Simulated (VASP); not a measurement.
# MgS: single point with PBEsol

MgS:

```xyz
4
Lattice="4.0346 0.0000 0.0000 -2.0173 3.4941 0.0000 0.0000 0.0000 6.4323" Properties=species:S:1:pos:R:3 pbc="T T T"
Mg    2.0173    1.1647    3.1888
Mg    0.0000    2.3294    6.4050
S     0.0000    2.3294    2.4394
S     2.0173    1.1647    5.6556
```

The cell comes from a database or a generator and needn't be the stable form of this composition.

```json
{"Program": "VASP 6.6.1", "Task": "single point", "Functional": "PBEsol", "Potentials or basis": "VASP PAW PBE potentials, release 64 (Mg, S)", "Cutoff": "520 eV", "k mesh": "6 × 6 × 4", "Occupations": "gaussian, width 0.1 eV", "Spin": "no spin polarisation", "Dipole correction": "no", "Further INCAR settings": "ALGO = Normal; EDIFF = 1e-06; NBANDS = 16"}
```

```json
{"Pressure": "-0.4 GPa", "Largest force": "0.045 eV/Å", "Band gap on the k mesh": "3.27 eV, direct"}
```

Forces on the atoms (eV/Å):
```
Mg   0.000  0.000  0.045
Mg   0.000  0.000  0.045
S    0.000  0.000 -0.045
S    0.000  0.000 -0.045
```

Stress tensor (GPa, compression positive):
```
-0.29  0.00  0.00
 0.00 -0.29  0.00
 0.00  0.00 -0.63
```

Levels at points of the mesh, in eV from the valence-band top:
```
           k point  band 5  band 6  band 7  band 8  band 9  band 10  band 11  band 12
(0.00, 0.00, 0.00)   -0.59   -0.16   -0.16    0.00    3.27     4.56     7.38     7.38
(0.50, 0.00, 0.00)   -1.92   -1.27   -0.96   -0.48    4.58     5.05     5.68     7.39
(0.00, 0.00, 0.50)   -0.38   -0.38   -0.38   -0.38    4.77     4.77     7.49     7.49
(0.50, 0.00, 0.50)   -0.91   -0.91   -0.82   -0.82    4.49     4.49     6.18     6.18
```

It took 13 s on 1 thread of Intel(R) Xeon(R) 6975P-C (Granite Rapids) (shared host), peak memory 0.2 GiB.

Caveat: the PAW data sets were made with another functional, which shifts forces and pressure a little. A hybrid or GW would open this gap; PBEsol tends to underestimate it.
